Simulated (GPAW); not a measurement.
The system is Be.

```
CELL_PARAMETERS angstrom
2.28530 0.00000 0.00000
-1.14265 1.97913 0.00000
0.00000 0.00000 3.58420
ATOMIC_POSITIONS crystal
Be 0.66667 0.33333 0.75000
Be 0.33333 0.66667 0.25000
```

Base run:

- Program: GPAW 26.7.0
- Functional: LDA
- Potentials or basis: the program's PAW data sets (release 1.2.1) made for this functional
- Cutoff: 800 eV
- Basis: pw
- k mesh: 13 × 13 × 8
- Occupations: gaussian, width 0.05 eV
- Spin: no spin polarisation

Its results: band gap on the k mesh none (metal or under the smearing width); pressure -7.0 GPa.

The run is repeated on the same cell with these changes: functional from LDA to RPBE; occupations from gaussian, width 0.05 eV to gaussian, width 0.02 eV. What comes out?

Band gap on the k mesh none (metal or under the smearing width); pressure 1.9 GPa.

Not every run made on this cell is shown here.
